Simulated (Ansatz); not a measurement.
Runs of Ansatz 0.2.0 on Al2O3. It takes space group P-3m1 (No. 164, trigonal). Conventional cell: a = 3.017 Å, b = 3.017 Å, c = 7.575 Å, α = 90.00°, β = 90.00°, γ = 120.00°. Al (site symmetry 3m) is surrounded by 4 O at 1.68 to 1.84 Å. O (site symmetry -3m) is surrounded by 2 Al at 1.68 Å. Around O (site symmetry 3m) lie 3 Al at 1.84 Å. Measurements of this composition are mostly on another form, of space group No. 167.

| level | gap on the mesh (eV) | pressure (GPa) | relaxed volume (Å³/atom) |
| --- | --- | --- | --- |
| PBEsol+D3(BJ)-ATM | 2.40 | 0.0 | (b) |
| PBEsol+D4 | 2.40 | 0.0 | 11.35 |
| PBEsol+D3(BJ) | (a) | 0.0 | 11.22 |
| PBEsol | 2.40 | 0.0 | 12.33 |

Alike in all rows: task relaxation of cell and atoms; potentials or basis Ansatz PAW; no spin polarisation; cell relaxed; k mesh 10 × 10 × 4; cutoff (eV) 420; smearing fermi-dirac 0.05 eV.

**Question.** Estimate the missing entries.

**Answer.** (a) 2.41; (b) 11.29.

Caveats: the plane-wave basis is chosen anew once the cell has moved, so the energies of steps on either side of that aren't comparable; the PAW data sets come from PBE, with cores solved anew for the run's functional, which leaves a small shift of forces and pressure.

A k mesh can miss the band edges.
